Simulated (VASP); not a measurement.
# ZnO (zincite) (P6_3mc) in VASP: notebook

Aim: see how the results for ZnO (zincite) move with the level of theory and the settings. Levels: PBE, PBEsol. Tasks: equation of state.

All numbers are computed with VASP 6.6.1; they aren't measurements. Logs are shortened: lines on timing, memory, paths and dates and some standing lists are left out, and cuts for length are marked.

## 1. Starting point

Symmetry: P6_3mc, No. 186, hexagonal system. The conventional cell has a = 3.249 Å, b = 3.249 Å, c = 5.206 Å, α = 90.00°, β = 90.00°, γ = 120.00°. Zn (site symmetry 3m) is surrounded by 4 O at 1.97 to 1.98 Å. O (site symmetry 3m) is surrounded by 4 Zn at 1.97 to 1.98 Å.

## 2. Equation of state, PBE, 11.19 Å³/atom (volume scaled by 0.94)

INCAR reads:

```
SYSTEM = ZnO
PREC = Accurate
ENCUT = 520
EDIFF = 1E-7
ISMEAR = -1
SIGMA = 0.05
LREAL = .False.
LASPH = .True.
NELM = 100
ALGO = Normal
ISIF = 2
LWAVE = .False.
LCHARG = .False.
GGA = PE
NBANDS = 26
```

KPOINTS reads:

```
regular mesh
0
Gamma
  9 9 5
  0 0 0
```

POSCAR reads:

```
ZnO
1.0
    3.1829769797      0.0000000000      0.0000000000
   -1.5914884899      2.7565389241      0.0000000000
    0.0000000000      0.0000000000      5.0994402224
Zn O
2 2
Direct
    0.6666666667      0.3333333333      0.0000000000
    0.3333333333      0.6666666667      0.5000000000
    0.3333333333      0.6666666667      0.8790100000
    0.6666666667      0.3333333333      0.3790100000
```

Potentials or basis: VASP PAW PBE potentials, release 64 (Zn, O).

Run with:

```
cat potpaw_PBE.64/Zn/POTCAR potpaw_PBE.64/O/POTCAR > POTCAR
mpirun -np 1 vasp_std > vasp.out
```

OUTCAR:

```text
SYSTEM = ZnO
   PREC = Accurate
   ENCUT = 520
   EDIFF = 1E-7
   ISMEAR = -1
   LREAL = .False.
   LASPH = .True.
   NELM = 100
   ISIF = 2
   GGA = PE

 ion  position               nearest neighbor table
   1  0.667  0.333  0.000-   4 1.93   3 1.94   3 1.94   3 1.94
   2  0.333  0.667  0.500-   3 1.93   4 1.94   4 1.94   4 1.94
   3  0.333  0.667  0.879-   2 1.93   1 1.94   1 1.94   1 1.94
   4  0.667  0.333  0.379-   1 1.93   2 1.94   2 1.94   2 1.94

  LATTYP: Found a hexagonal cell.
 ALAT       =     3.1829769797
 C/A-ratio  =     1.6020977390

  Lattice vectors:

 A1 = (   3.1829769797,   0.0000000000,   0.0000000000)
 A2 = (  -1.5914884899,   2.7565389241,   0.0000000000)
 A3 = (   0.0000000000,   0.0000000000,   5.0994402224)

Analysis of symmetry for initial positions (statically):
=====================================================================
 Subroutine PRICEL returns:
 Original cell was already a primitive cell.

 Routine SETGRP: Setting up the symmetry group for a
 hexagonal supercell.

 Subroutine GETGRP returns: Found 12 space group operations
 (whereof  6 operations were pure point group operations)
 out of a pool of 24 trial point group operations.

The static configuration has the point symmetry C_3v.
 The point group associated with its full space group is C_6v.

Analysis of symmetry for dynamics (positions and initial velocities):
=====================================================================
 Subroutine PRICEL returns:
 Original cell was already a primitive cell.

 Routine SETGRP: Setting up the symmetry group for a
 hexagonal supercell.

 Subroutine GETGRP returns: Found 12 space group operations
 (whereof  6 operations were pure point group operations)
 out of a pool of 24 trial point group operations.

The dynamic configuration has the point symmetry C_3v.
 The point group associated with its full space group is C_6v.

 Subroutine INISYM returns: Found 12 space group operations
 (whereof  6 operations are pure point group operations),
 and found     1 'primitive' translations

----------------------------------------------------------------------------------------

                                     Primitive cell

  volume of cell :      44.7425

  direct lattice vectors                    reciprocal lattice vectors
     3.182976980  0.000000000  0.000000000     0.314171295  0.181386882  0.000000000
    -1.591488490  2.756538924  0.000000000     0.000000000  0.362773764  0.000000000
     0.000000000  0.000000000  5.099440222     0.000000000  0.000000000  0.196099955

  length of vectors
     3.182976980  3.182976980  5.099440222     0.362773764  0.362773764  0.196099955

  position of ions in fractional coordinates (direct lattice)
     0.666666667  0.333333333  0.000000000
     0.333333333  0.666666667  0.500000000
     0.333333333  0.666666667  0.879010000
     0.666666667  0.333333333  0.379010000

  ion indices of the primitive-cell ions
   primitive index   ion index
                 1           1
                 2           2
                 3           3
                 4           4

----------------------------------------------------------------------------------------

 KPOINTS: regular mesh

Automatic generation of k-mesh.
 Grid dimensions read from file:
 generate k-points for:    9    9    5

 Generating k-lattice:

  Cartesian coordinates                     Fractional coordinates (reciprocal lattice)
     0.034907922  0.020154098  0.000000000     0.111111111  0.000000000  0.000000000
     0.000000000  0.040308196  0.000000000     0.000000000  0.111111111  0.000000000
     0.000000000  0.000000000  0.039219991     0.000000000  0.000000000  0.200000000

  Length of vectors
     0.040308196  0.040308196  0.039219991

  Shift w.r.t. Gamma in fractional coordinates (k-lattice)
     0.000000000  0.000000000  0.000000000

 Subroutine IBZKPT returns following result:
 ===========================================

 Found     36 irreducible k-points:

 Following reciprocal coordinates:
            Coordinates               Weight
  0.000000  0.000000  0.000000      1.000000
  0.111111 -0.000000  0.000000      6.000000
  0.222222  0.000000  0.000000      6.000000
  0.333333  0.000000  0.000000      6.000000
  0.444444  0.000000  0.000000      6.000000
  0.111111  0.111111  0.000000      6.000000
[... 28 lines left out ...]
  0.333333  0.222222  0.400000     24.000000
  0.333333  0.333333  0.400000      4.000000
   k-points           NKPTS =     36   k-points in BZ     NKDIM =     36   number of bands    NBANDS=     26
   number of dos      NEDOS =    301   number of ions     NIONS =      4
   total plane-waves  NPLWV =  23040
   dimension x,y,z NGX =    24 NGY =   24 NGZ =   40
   dimension x,y,z NGXF=    48 NGYF=   48 NGZF=   80
   ions per type =               2   2
   NGX,Y,Z   is equivalent  to a cutoff of  12.54, 12.54, 13.04 a.u.
   NGXF,Y,Z  is equivalent  to a cutoff of  25.07, 25.07, 26.08 a.u.
 SYSTEM =  ZnO
   PREC   = accura    normal or accurate (medium, high low for compatibility)
   ISTART =      0    job   : 0-new  1-cont  2-samecut
   ICHARG =      2    charge: 1-file 2-atom 10-const
   ISPIN  =      1    spin polarized calculation?
   LNONCOLLINEAR =      F non collinear calculations
   LSORBIT =      F    spin-orbit coupling
   LASPH  =      T    aspherical Exc in radial PAW
   ENCUT  =  520.0 eV  38.22 Ry    6.18 a.u.   5.92  5.92  9.48*2*pi/ulx,y,z
   NELM   =    100;   NELMIN=  2; NELMDL= -5     # of ELM steps
   EDIFF  = 0.1E-06   stopping-criterion for ELM
   LREAL  =      F    real-space projection
   EDIFFG = 0.1E-05   stopping-criterion for IOM
   NSW    =      0    number of steps for IOM
   IBRION =     -1    ionic relax: 0-MD 1-quasi-New 2-CG
   NFREE  =      0    steps in history (QN), initial steepest desc. (CG)
   ISIF   =      2    stress and relaxation
   ISYM   =      2    0-nonsym 1-usesym 2-fastsym
   POTIM  = 0.5000    time-step for ionic-motion
   TEBEG  =    0.0;   TEEND  =   0.0 temperature during run
   PSTRESS=    0.0 pullay stress
   NELECT =      36.0000    total number of electrons
   NUPDOWN=      -1.0000    fix difference up-down
   EMIN   =  10.00;   EMAX   =-10.00  energy-range for DOS
   EFERMI =   0.00;   METHOD = LEGACY
   ISMEAR =    -1;   SIGMA  =   0.05  broadening in eV -4-tet -1-fermi 0-gaus
   EFERMI_NEDOS =   21; number of points for ismear=-14 and -15
   IALGO  =     38    algorithm
   IMIX   =      4    mixing-type and parameters
     AMIX     =   0.40;   BMIX     =  1.00
     AMIX_MAG =   1.60;   BMIX_MAG =  1.00
  volume/ion in A,a.u.               =      11.19        75.48
  Fermi-wavevector in a.u.,A,eV,Ry     =   1.522658  2.877406 31.544924  2.318487
  Thomas-Fermi vector in A             =   2.631207
   LORBIT       =      0    0 simple, 1 ext, 2 COOP (PROOUT), +10 PAW based schemes
   GGA     = PE    functional components
   LHFCALC =     F    Hartree Fock is set to
   AEXX    =    0.0000 exact exchange contribution
   IVDW    =     0    specifies the selected vdW correction
   LEPSILON=     F    determine dielectric tensor
   LRPA    =     F    only Hartree local field effects (RPA)
 non-spin polarized calculation
  energy-cutoff  :      520.00
  volume of cell :       44.74
 maximum number of plane-waves:      1228
 NGX is ok and might be reduce to    24
   NGX = 11   NGY = 11   NGZ = 19

 number of electron      35.9999989 magnetization

 Free energy of the ion-electron system (eV)
  ---------------------------------------------------
  ext. energy  EPLUGINS =         0.00000000
  ---------------------------------------------------
  free energy    TOTEN  =       -17.62049458 eV

  energy without entropy =      -17.62049296  energy(sigma->0) =      -17.62049377

 E-fermi :   2.2644     XC(G=0): -11.2463

 val. band max:        1.7874595143   @ k =   0.0000   0.0000   0.0000
 cond. band min:       2.6675719065   @ k =   0.0000   0.0000   0.0000
 fundamental gap:      0.8801123922
 Fermi energy:         2.2643959649

 k-point     1 :       0.0000    0.0000    0.0000
  band No.  band energies     occupation
      1     -16.8272      2.00000
      2     -15.9954      2.00000
      3      -4.3451      2.00000
      4      -4.2284      2.00000
      5      -4.2284      2.00000
      6      -4.1806      2.00000
[... 18 lines left out ...]
     25      16.3325      0.00000
     26      16.3325      0.00000

 k-point     2 :       0.1111   -0.0000    0.0000
  band No.  band energies     occupation
      1     -16.7514      2.00000
      2     -15.9625      2.00000
      3      -4.3350      2.00000
      4      -4.2243      2.00000
      5      -4.1861      2.00000
      6      -4.1354      2.00000
[... 18 lines left out ...]
     25      16.4802      0.00000
     26      16.4968      0.00000

 k-point     3 :       0.2222    0.0000    0.0000
  band No.  band energies     occupation
      1     -16.5485      2.00000
      2     -15.8840      2.00000
      3      -4.5148      2.00000
      4      -4.1471      2.00000
      5      -4.0868      2.00000
      6      -4.0106      2.00000
[... 18 lines left out ...]
     25      15.5866      0.00000
     26      16.4596      0.00000

 k-point     4 :       0.3333    0.0000    0.0000
  band No.  band energies     occupation
      1     -16.2896      2.00000
      2     -15.8116      2.00000
      3      -4.6258      2.00000
      4      -4.2269      2.00000
      5      -3.9964      2.00000
      6      -3.8201      2.00000
[... 18 lines left out ...]
     25      15.5258      0.00000
     26      16.3029      0.00000
[... 844 lines left out ...]
      1     -16.0275      2.00000
      2     -15.9119      2.00000
      3      -4.6160      2.00000
      4      -4.5764      2.00000
      5      -3.9523      2.00000
      6      -3.9341      2.00000
[... 18 lines left out ...]
     25      15.3696      0.00000
     26      16.8171      0.00000

 k-point    35 :       0.3333    0.2222    0.4000
  band No.  band energies     occupation
      1     -15.9095      2.00000
      2     -15.8526      2.00000
      3      -4.5050      2.00000
      4      -4.4670      2.00000
      5      -3.9970      2.00000
      6      -3.8732      2.00000
[... 18 lines left out ...]
     25      16.1945      0.00000
     26      17.2760      0.00000

 k-point    36 :       0.3333    0.3333    0.4000
  band No.  band energies     occupation
      1     -15.8509      2.00000
      2     -15.8509      2.00000
      3      -4.3119      2.00000
      4      -4.3119      2.00000
      5      -4.1442      2.00000
      6      -3.9464      2.00000
[... 18 lines left out ...]
     25      16.8465      0.00000
     26      18.1726      0.00000

------------------------ aborting loop because EDIFF is reached ----------------------------------------

  FORCE on cell =-STRESS in cart. coord.  units (eV):
  Direction    XX          YY          ZZ          XY          YZ          ZX
  --------------------------------------------------------------------------------------
  -------------------------------------------------------------------------------------
  Total        4.5329018      4.5329018      5.1213200     -0.0000000      0.0000000      0.0000000
  in kB      162.3180283    162.3180283    183.3886129     -0.0000000      0.0000000      0.0000000
  external PRESSURE =     169.3415565 kB  Pullay stress =       0.0000000 kB

 VOLUME and BASIS-vectors are now :
 -----------------------------------------------------------------------------
  energy-cutoff  :      520.00
  volume of cell :       44.74
      direct lattice vectors                 reciprocal lattice vectors
     3.182976980  0.000000000  0.000000000     0.314171295  0.181386882  0.000000000
    -1.591488490  2.756538924  0.000000000     0.000000000  0.362773764  0.000000000
     0.000000000  0.000000000  5.099440222     0.000000000  0.000000000  0.196099955

 POSITION                                       TOTAL-FORCE (eV/Angst)
 -----------------------------------------------------------------------------------
      1.59149      0.91885      0.00000        -0.000000      0.000000     -0.097291
     -0.00000      1.83769      2.54972         0.000000      0.000000     -0.097291
     -0.00000      1.83769      4.48246        -0.000000      0.000000      0.097291
      1.59149      0.91885      1.93274         0.000000     -0.000000      0.097291
 -----------------------------------------------------------------------------------
    total drift:                                0.000001      0.000001      0.001225

  FREE ENERGIE OF THE ION-ELECTRON SYSTEM (eV)
  ---------------------------------------------------
  free  energy   TOTEN  =       -17.6204945826 eV

  energy  without entropy=      -17.6204929623  energy(sigma->0) =      -17.62049377
```

Wall time 33 s (1 thread of Intel Xeon Platinum 8559C (Emerald Rapids), shared host); peak memory 0.17 GiB.

Results:

```
Free energy            : -17.6205 eV
Pressure               : 16.9 GPa
Largest force          : 0.097 eV/Å
Band gap on the k mesh : 0.88 eV, direct
```

## 3. Equation of state, PBE, 11.42 Å³/atom (volume scaled by 0.96)

INCAR reads:

```
PREC     = Accurate       # precision mode
ENCUT    = 520            # plane-wave cutoff, eV
EDIFF    = 1E-7           # SCF threshold, eV
ISMEAR   = -1             # smearing method
SIGMA    = 0.05           # smearing width, eV
LREAL    = False          # projectors in reciprocal space
LASPH    = True           # aspherical terms in the spheres
NELM     = 80             # most SCF steps
ALGO     = Normal         # electronic algorithm
ISIF     = 2              # what is computed and relaxed
LWAVE    = False          # write WAVECAR
LCHARG   = False          # write CHGCAR
GGA      = PE             # functional
NBANDS   = 26             # bands
```

KPOINTS reads:

```
Automatic mesh
0
Gamma
  9 9 5
```

POSCAR reads:

```
ZnO
1.0
    3.2053930491      0.0000000000      0.0000000000
   -1.6026965246      2.7759518096      0.0000000000
    0.0000000000      0.0000000000      5.1353529565
Zn O
2 2
Direct
    0.6666666667      0.3333333333      0.0000000000
    0.3333333333      0.6666666667      0.5000000000
    0.3333333333      0.6666666667      0.8790100000
    0.6666666667      0.3333333333      0.3790100000
```

Potentials or basis: VASP PAW PBE potentials, release 64 (Zn, O).

Run with:

```
cat potpaw_PBE.64/Zn/POTCAR potpaw_PBE.64/O/POTCAR > POTCAR
mpirun -np 1 vasp_std > vasp.out
```

Run time: 32 s. Hardware: 1 thread of Intel Xeon Platinum 8559C (Emerald Rapids), shared host; peak memory 0.17 GiB.

It converged, with:

- Free energy: -17.7098 eV
- Pressure: 12.9 GPa
- Largest force: 0.089 eV/Å
- Band gap on the k mesh: 0.85 eV, direct

## 4. Equation of state, PBE, 11.66 Å³/atom (volume scaled by 0.98)

INCAR reads:

```
SYSTEM = ZnO
PREC = Accurate
ENCUT = 520
EDIFF = 1E-7
ISMEAR = -1
SIGMA = 0.05
LREAL = .False.
LASPH = .True.
NELM = 60
ALGO = Normal
ISIF = 2
LWAVE = .False.
LCHARG = .False.
GGA = PE
NBANDS = 26
```

KPOINTS reads:

```
Automatic mesh
0
Gamma
  9 9 5
  0 0 0
```

POSCAR reads:

```
ZnO
1.0
    3.2274999067      0.0000000000      0.0000000000
   -1.6137499533      2.7950969099      0.0000000000
    0.0000000000      0.0000000000      5.1707703030
Zn O
2 2
Direct
    0.6666666667      0.3333333333      0.0000000000
    0.3333333333      0.6666666667      0.5000000000
    0.3333333333      0.6666666667      0.8790100000
    0.6666666667      0.3333333333      0.3790100000
```

Run with:

```
cat potpaw_PBE.64/Zn/POTCAR potpaw_PBE.64/O/POTCAR > POTCAR
mpirun -np 1 vasp_std > vasp.out
```

It took 34 s on 1 thread of Intel Xeon Platinum 8559C (Emerald Rapids), shared host; peak memory 0.17 GiB.

It converged, with:

| Property | Result |
| --- | --- |
| Free energy | -17.7762 eV |
| Pressure | 9.2 GPa |
| Largest force | 0.081 eV/Å |
| Band gap on the k mesh | 0.82 eV, direct |

## 5. Equation of state, PBE, 12.14 Å³/atom (volume scaled by 1.02)

INCAR reads:

```
  ALGO = Normal
  EDIFF = 1E-7
  ENCUT = 520
  GGA = PE
  ISIF = 2
  ISMEAR = -1
  LASPH = T
  LCHARG = F
  LREAL = F
  LWAVE = F
  NBANDS = 26
  NELM = 100
  PREC = Accurate
  SIGMA = 0.05
```

KPOINTS reads:

```
k-points
0
Gamma
  9 9 5
```

POSCAR reads:

```
ZnO
1.0
    3.2708272232      0.0000000000      0.0000000000
   -1.6354136116      2.8326194666      0.0000000000
    0.0000000000      0.0000000000      5.2401848988
Zn O
2 2
Direct
    0.6666666667      0.3333333333      0.0000000000
    0.3333333333      0.6666666667      0.5000000000
    0.3333333333      0.6666666667      0.8790100000
    0.6666666667      0.3333333333      0.3790100000
```

Run with:

```
cat potpaw_PBE.64/Zn/POTCAR potpaw_PBE.64/O/POTCAR > POTCAR
mpirun -np 1 vasp_std > vasp.out
```

Wall time 26 s (1 thread of Intel Xeon Platinum 8559C (Emerald Rapids), shared host); peak memory 0.17 GiB.

Results (log left out):

| Quantity | Value |
| --- | --- |
| Free energy | -17.8497 eV |
| Pressure | 3.0 GPa |
| Largest force | 0.067 eV/Å |
| Band gap on the k mesh | 0.76 eV, direct |

## 6. Equation of state, PBE, 12.38 Å³/atom (volume scaled by 1.04)

INCAR reads:

```
SYSTEM = ZnO
ALGO = Normal ; EDIFF = 1E-7
ENCUT = 520 ; GGA = PE
ISIF = 2 ; ISMEAR = -1
LASPH = .TRUE. ; LCHARG = .FALSE.
LREAL = .FALSE. ; LWAVE = .FALSE.
NBANDS = 26 ; NELM = 100
PREC = Accurate ; SIGMA = 0.05
```

KPOINTS reads:

```
k-points
0
G
  9 9 5
  0 0 0
```

POSCAR reads:

```
ZnO
1.0
    3.2920669561      0.0000000000      0.0000000000
   -1.6460334781      2.8510136149      0.0000000000
    0.0000000000      0.0000000000      5.2742130269
Zn O
2 2
Direct
    0.6666666667      0.3333333333      0.0000000000
    0.3333333333      0.6666666667      0.5000000000
    0.3333333333      0.6666666667      0.8790100000
    0.6666666667      0.3333333333      0.3790100000
```

Potentials or basis: VASP PAW PBE potentials, release 64 (Zn, O).

Run with:

```
cat potpaw_PBE.64/Zn/POTCAR potpaw_PBE.64/O/POTCAR > POTCAR
mpirun -np 1 vasp_std > vasp.out
```

Run time: 34 s. Hardware: 1 thread of Intel Xeon Platinum 8559C (Emerald Rapids), shared host; peak memory 0.17 GiB.

The run converged. Its results:

```
Free energy            : -17.8605 eV
Pressure               : 0.4 GPa
Largest force          : 0.060 eV/Å
Band gap on the k mesh : 0.73 eV, direct
```

## 7. Equation of state, PBE, 12.61 Å³/atom (volume scaled by 1.06)

INCAR reads:

```
PREC = Accurate
ENCUT = 520
EDIFF = 1E-7
ISMEAR = -1
SIGMA = 0.05
LREAL = F
LASPH = T
NELM = 80
ALGO = Normal
ISIF = 2
LWAVE = F
LCHARG = F
GGA = PE
NBANDS = 26
```

KPOINTS reads:

```
Automatic mesh
0
Gamma
  9 9 5
```

POSCAR reads:

```
ZnO
1.0
    3.3130361008      0.0000000000      0.0000000000
   -1.6565180504      2.8691734269      0.0000000000
    0.0000000000      0.0000000000      5.3078076462
Zn O
2 2
Direct
    0.6666666667      0.3333333333      0.0000000000
    0.3333333333      0.6666666667      0.5000000000
    0.3333333333      0.6666666667      0.8790100000
    0.6666666667      0.3333333333      0.3790100000
```

Run with:

```
cat potpaw_PBE.64/Zn/POTCAR potpaw_PBE.64/O/POTCAR > POTCAR
mpirun -np 1 vasp_std > vasp.out
```

Wall time 49 s (1 thread of Intel Xeon Platinum 8559C (Emerald Rapids), shared host); peak memory 0.18 GiB.

The run converged. Its results:

| Property | Result |
| --- | --- |
| Free energy | -17.8564 eV |
| Pressure | -2.0 GPa |
| Largest force | 0.054 eV/Å |
| Band gap on the k mesh | 0.70 eV, direct |

## 8. Equation of state, PBE

This step only gathers the single runs of the series.

What came out:

| Item | Value |
| --- | --- |
| Equilibrium volume | 12.43 Å³/atom |
| Bulk modulus at fixed shape and positions | 129 GPa |
| Pressure derivative of the bulk modulus | 4.4 |

Energy against volume, from the lowest point:
```tsv
volume (Å³/atom)	energy (meV/atom)
11.186	60.00
11.424	37.68
11.662	21.06
11.900	9.58
12.138	2.70
12.376	0.00
12.614	1.03
```

Caveat: the cell was scaled at fixed shape and fractional positions, which overstates the stiffness of a crystal with free parameters, most of all of layers and chains.

[end of part 1 of 2]
